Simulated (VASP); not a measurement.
# Al (Fm-3m) in VASP: further runs, part 2 of 2

VASP 6.6.1. Earlier steps stand in the parts before.

**4. Single point, PBE**

This run uses another cell than the first one, of 16.64 Å³/atom, 1.002 times its volume.

Contents of INCAR:

```
  ALGO = Normal
  EDIFF = 1E-7
  ENCUT = 520
  GGA = PE
  ISIF = 2
  ISMEAR = 0
  LASPH = True
  LCHARG = False
  LREAL = False
  LWAVE = False
  NELM = 80
  PREC = Accurate
  SIGMA = 1.0
```

Contents of KPOINTS:

```
k-points
0
Gamma
  18 18 18
```

Contents of POSCAR:

```
Al                                      
1.0
    0.0000000000      2.0262801510      2.0262801510
    2.0262801510      0.0000000000      2.0262801510
    2.0262801510      2.0262801510      0.0000000000
  Al            
     1
Direct
     0.0000000000000000    0.0000000000000000    0.0000000000000000
```

Potentials or basis: VASP PAW PBE potentials, release 64 (Al).

Run with:

```
$ cat potpaw_PBE.64/Al/POTCAR > POTCAR
$ mpirun -np 1 vasp_std > vasp.out
```

OUTCAR:

```text
EDIFF = 1E-7
   ENCUT = 520
   GGA = PE
   ISIF = 2
   ISMEAR = 0
   LASPH = True
   LREAL = False
   NELM = 80
   PREC = Accurate

 ion  position               nearest neighbor table
   1  0.000  0.000  0.000-

  LATTYP: Found a face centered cubic cell.
 ALAT       =     4.0525603020

  Lattice vectors:

 A1 = (   0.0000000000,   2.0262801510,   2.0262801510)
 A2 = (   2.0262801510,   0.0000000000,   2.0262801510)
 A3 = (   2.0262801510,   2.0262801510,   0.0000000000)

Analysis of symmetry for initial positions (statically):
=====================================================================
 Subroutine PRICEL returns:
 Original cell was already a primitive cell.

 Routine SETGRP: Setting up the symmetry group for a
 face centered cubic supercell.

 Subroutine GETGRP returns: Found 48 space group operations
 (whereof 48 operations were pure point group operations)
 out of a pool of 48 trial point group operations.

The static configuration has the point symmetry O_h .

Analysis of symmetry for dynamics (positions and initial velocities):
=====================================================================
 Subroutine PRICEL returns:
 Original cell was already a primitive cell.

 Routine SETGRP: Setting up the symmetry group for a
 face centered cubic supercell.

 Subroutine GETGRP returns: Found 48 space group operations
 (whereof 48 operations were pure point group operations)
 out of a pool of 48 trial point group operations.

The dynamic configuration has the point symmetry O_h .

 Subroutine INISYM returns: Found 48 space group operations
 (whereof 48 operations are pure point group operations),
 and found     1 'primitive' translations

----------------------------------------------------------------------------------------

                                     Primitive cell

  volume of cell :      16.6390

  direct lattice vectors                    reciprocal lattice vectors
     0.000000000  2.026280151  2.026280151    -0.246757587  0.246757587  0.246757587
     2.026280151  0.000000000  2.026280151     0.246757587 -0.246757587  0.246757587
     2.026280151  2.026280151  0.000000000     0.246757587  0.246757587 -0.246757587

  length of vectors
     2.865592871  2.865592871  2.865592871     0.427396677  0.427396677  0.427396677

  position of ions in fractional coordinates (direct lattice)
     0.000000000  0.000000000  0.000000000

  ion indices of the primitive-cell ions
   primitive index   ion index
                 1           1

----------------------------------------------------------------------------------------

 KPOINTS: k-points

Automatic generation of k-mesh.
 Grid dimensions read from file:
 generate k-points for:   18   18   18

 Generating k-lattice:

  Cartesian coordinates                     Fractional coordinates (reciprocal lattice)
    -0.013708755  0.013708755  0.013708755     0.055555556  0.000000000  0.000000000
     0.013708755 -0.013708755  0.013708755     0.000000000  0.055555556  0.000000000
     0.013708755  0.013708755 -0.013708755     0.000000000  0.000000000  0.055555556

  Length of vectors
     0.023744260  0.023744260  0.023744260

  Shift w.r.t. Gamma in fractional coordinates (k-lattice)
     0.000000000  0.000000000  0.000000000

 Subroutine IBZKPT returns following result:
 ===========================================

 Found    195 irreducible k-points:

 Following reciprocal coordinates:
            Coordinates               Weight
  0.000000  0.000000  0.000000      1.000000
  0.055556  0.000000  0.000000      8.000000
  0.111111  0.000000  0.000000      8.000000
  0.166667  0.000000  0.000000      8.000000
  0.222222  0.000000  0.000000      8.000000
  0.277778  0.000000  0.000000      8.000000
[... 16 lines left out ...]
 -0.277778  0.055556  0.000000     24.000000
 -0.222222  0.055556  0.000000     24.000000
 [... further k-points ...]
   k-points           NKPTS =    195   k-points in BZ     NKDIM =    195   number of bands    NBANDS=      5
   number of dos      NEDOS =    301   number of ions     NIONS =      1
   total plane-waves  NPLWV =  13824
   dimension x,y,z NGX =    24 NGY =   24 NGZ =   24
   dimension x,y,z NGXF=    48 NGYF=   48 NGZF=   48
   ions per type =               1
   NGX,Y,Z   is equivalent  to a cutoff of  13.92, 13.92, 13.92 a.u.
   NGXF,Y,Z  is equivalent  to a cutoff of  27.85, 27.85, 27.85 a.u.
 SYSTEM =  unknown system
   PREC   = accura    normal or accurate (medium, high low for compatibility)
   ISTART =      0    job   : 0-new  1-cont  2-samecut
   ICHARG =      2    charge: 1-file 2-atom 10-const
   ISPIN  =      1    spin polarized calculation?
   LNONCOLLINEAR =      F non collinear calculations
   LSORBIT =      F    spin-orbit coupling
   LASPH  =      T    aspherical Exc in radial PAW
   ENCUT  =  520.0 eV  38.22 Ry    6.18 a.u.   5.33  5.33  5.33*2*pi/ulx,y,z
   NELM   =     80;   NELMIN=  2; NELMDL= -5     # of ELM steps
   EDIFF  = 0.1E-06   stopping-criterion for ELM
   LREAL  =      F    real-space projection
   EDIFFG = 0.1E-05   stopping-criterion for IOM
   NSW    =      0    number of steps for IOM
   IBRION =     -1    ionic relax: 0-MD 1-quasi-New 2-CG
   NFREE  =      0    steps in history (QN), initial steepest desc. (CG)
   ISIF   =      2    stress and relaxation
   ISYM   =      2    0-nonsym 1-usesym 2-fastsym
   POTIM  = 0.5000    time-step for ionic-motion
   TEBEG  =    0.0;   TEEND  =   0.0 temperature during run
   PSTRESS=    0.0 pullay stress
   NELECT =       3.0000    total number of electrons
   NUPDOWN=      -1.0000    fix difference up-down
   EMIN   =  10.00;   EMAX   =-10.00  energy-range for DOS
   EFERMI =   0.00;   METHOD = LEGACY
   ISMEAR =     0;   SIGMA  =   1.00  broadening in eV -4-tet -1-fermi 0-gaus
   EFERMI_NEDOS =   21; number of points for ismear=-14 and -15
   IALGO  =     38    algorithm
   IMIX   =      4    mixing-type and parameters
     AMIX     =   0.40;   BMIX     =  1.00
     AMIX_MAG =   1.60;   BMIX_MAG =  1.00
  volume/ion in A,a.u.               =      16.64       112.29
  Fermi-wavevector in a.u.,A,eV,Ry     =   0.924852  1.747718 11.637770  0.855352
  Thomas-Fermi vector in A             =   2.050643
   LORBIT       =      0    0 simple, 1 ext, 2 COOP (PROOUT), +10 PAW based schemes
   GGA     = PE    functional components
   LHFCALC =     F    Hartree Fock is set to
   AEXX    =    0.0000 exact exchange contribution
   IVDW    =     0    specifies the selected vdW correction
   LEPSILON=     F    determine dielectric tensor
   LRPA    =     F    only Hartree local field effects (RPA)
 non-spin polarized calculation
 Gauss-broadening in eV      SIGMA  =   1.00
  energy-cutoff  :      520.00
  volume of cell :       16.64
 maximum number of plane-waves:       464
 NGX is ok and might be reduce to    24
   NGX = 11   NGY = 11   NGZ = 11

 number of electron       3.0000000 magnetization

 Free energy of the ion-electron system (eV)
  ---------------------------------------------------
  ext. energy  EPLUGINS =         0.00000000
  ---------------------------------------------------
  free energy    TOTEN  =        -3.84701685 eV

  energy without entropy =       -3.64455984  energy(sigma->0) =       -3.74578835

 E-fermi :   7.9008     XC(G=0): -10.1662

 val. band max:        7.8941763079   @ k =  -0.3889   0.3889   0.1667
 cond. band min:       7.9008938552   @ k =  -0.2778   0.2778   0.0556
 fundamental gap:      0.0067175473
 Fermi energy:         7.9007565768

 k-point     1 :       0.0000    0.0000    0.0000
  band No.  band energies     occupation
      1      -3.1638      2.00000
      2      20.4855      0.00000
      3      20.4855      0.00000
      4      20.4855      0.00000
      5      21.9145      0.00000

 k-point     2 :       0.0556    0.0000    0.0000
  band No.  band energies     occupation
      1      -3.0803      2.00000
      2      18.9628      0.00000
      3      20.1654      0.00000
      4      20.1654      0.00000
      5      22.3641      0.00000

 k-point     3 :       0.1111    0.0000    0.0000
  band No.  band energies     occupation
      1      -2.8303      2.00000
      2      16.7490      0.00000
      3      19.6489      0.00000
      4      19.6489      0.00000
      5      22.5748      0.00000
[... 153 lines left out ...]
 k-point    23 :      -0.2778    0.0556    0.0000
  band No.  band energies     occupation
      1      -0.7360      2.00000
      2       9.7361      0.00944
      3      16.9837      0.00000
      4      19.8351      0.00000
      5      20.7419      0.00000

 k-point    24 :      -0.2222    0.0556    0.0000
  band No.  band energies     occupation
      1      -1.5316      2.00000
      2      11.7349      0.00000
      3      17.1450      0.00000
      4      19.9814      0.00000
      5      21.7207      0.00000

 [... further k-points ...]
[... 5 lines left out ...]
  --------------------------------------------------------------------------------------
  -------------------------------------------------------------------------------------
  Total        0.0001789      0.0001789      0.0001789      0.0000000     -0.0000000      0.0000000
  in kB        0.0172242      0.0172242      0.0172242      0.0000000     -0.0000000      0.0000000
  external PRESSURE =       0.0172242 kB  Pullay stress =       0.0000000 kB

 VOLUME and BASIS-vectors are now :
 -----------------------------------------------------------------------------
  energy-cutoff  :      520.00
  volume of cell :       16.64
      direct lattice vectors                 reciprocal lattice vectors
     0.000000000  2.026280151  2.026280151    -0.246757587  0.246757587  0.246757587
     2.026280151  0.000000000  2.026280151     0.246757587 -0.246757587  0.246757587
     2.026280151  2.026280151  0.000000000     0.246757587  0.246757587 -0.246757587

 POSITION                                       TOTAL-FORCE (eV/Angst)
 -----------------------------------------------------------------------------------
      0.00000      0.00000      0.00000        -0.000000     -0.000000     -0.000000
 -----------------------------------------------------------------------------------
    total drift:                               -0.000000      0.000000     -0.000000

  FREE ENERGIE OF THE ION-ELECTRON SYSTEM (eV)
  ---------------------------------------------------
  free  energy   TOTEN  =        -3.8470168526 eV

  energy  without entropy=       -3.6445598406  energy(sigma->0) =       -3.74578835
```

Wall time 4.2 s (1 thread of Intel Xeon 6975P-C (Granite Rapids), shared host); peak memory 0.14 GiB.

What came out:

```
Free energy            : -3.8470 eV
Pressure               : 0.0 GPa
Band gap on the k mesh : none (metal or under the smearing width)
```

**5. Single point, PBE (a relaxed cell with its volume scaled by 0.97)**

INCAR is that of step 4.

KPOINTS is that of step 4.

Contents of POSCAR:

```
Al                                      
1.0
    0.0000000000      2.0058112753      2.0058112753
    2.0058112753      0.0000000000      2.0058112753
    2.0058112753      2.0058112753      0.0000000000
  Al            
     1
Direct
     0.0000000000000000    0.0000000000000000    0.0000000000000000
```

Run with:

```
$ cat potpaw_PBE.64/Al/POTCAR > POTCAR
$ mpirun -np 1 vasp_std > vasp.out
```

It took 4.3 s on 1 thread of Intel Xeon 6975P-C (Granite Rapids), shared host; peak memory 0.14 GiB.

Results (log left out):

* Free energy: -3.8433 eV
* Pressure: 2.5 GPa
* Band gap on the k mesh: none (metal or under the smearing width)

Levels at points of the mesh, in eV from the Fermi level:
```tsv
k point	band 1	band 2	band 3	band 4
(0.00, 0.00, 0.00)	-11.28	12.75	12.75	12.75
(0.50, 0.00, 0.00)	-4.67	-4.40	11.58	11.58
(0.50, 0.50, 0.00)	-2.96	-1.59	5.28	5.71
```

**6. Single point, PBE (a relaxed cell with its volume scaled by 1.03)**

INCAR is that of step 5.

KPOINTS is that of step 5.

Contents of POSCAR:

```
Al                                      
1.0
    0.0000000000      2.0463436355      2.0463436355
    2.0463436355      0.0000000000      2.0463436355
    2.0463436355      2.0463436355      0.0000000000
  Al            
     1
Direct
     0.0000000000000000    0.0000000000000000    0.0000000000000000
```

Potentials or basis: VASP PAW PBE potentials, release 64 (Al).

Run with:

```
$ cat potpaw_PBE.64/Al/POTCAR > POTCAR
$ mpirun -np 1 vasp_std > vasp.out
```

Wall time 4.4 s (1 thread of Intel Xeon 6975P-C (Granite Rapids), shared host); peak memory 0.14 GiB.

The run converged. Its results:

* Free energy: -3.8437 eV
* Pressure: -2.1 GPa
* Band gap on the k mesh: none (metal or under the smearing width)

Levels at points of the mesh, in eV from the Fermi level:
```tsv
k point	band 1	band 2	band 3	band 4	band 5
(0.00, 0.00, 0.00)	-10.86	12.42	12.42	12.42	13.63
(0.50, 0.00, 0.00)	-4.43	-4.32	11.02	11.02	11.30
(0.50, 0.50, 0.00)	-2.82	-1.58	5.26	5.43	5.43
```

**7. Summary**

```csv
task,cell,gap on the mesh (eV),pressure (GPa)
relaxation of cell and atoms,relaxed,none,0.0
single point,as given,none,0.0
single point,a relaxed cell with its volume scaled by 0.97,none,2.5
single point,a relaxed cell with its volume scaled by 1.03,none,-2.1
```

Alike in all rows: level PBE; potentials or basis VASP PAW PBE potentials, release 64 (Al); no spin polarisation; k mesh 18 × 18 × 18; cutoff (eV) 520; smearing gaussian 1 eV.

Caveats: the relaxation stopped at its first step, so nothing moved (some runs).

Absolute energies hang on the potentials; compare differences alone.
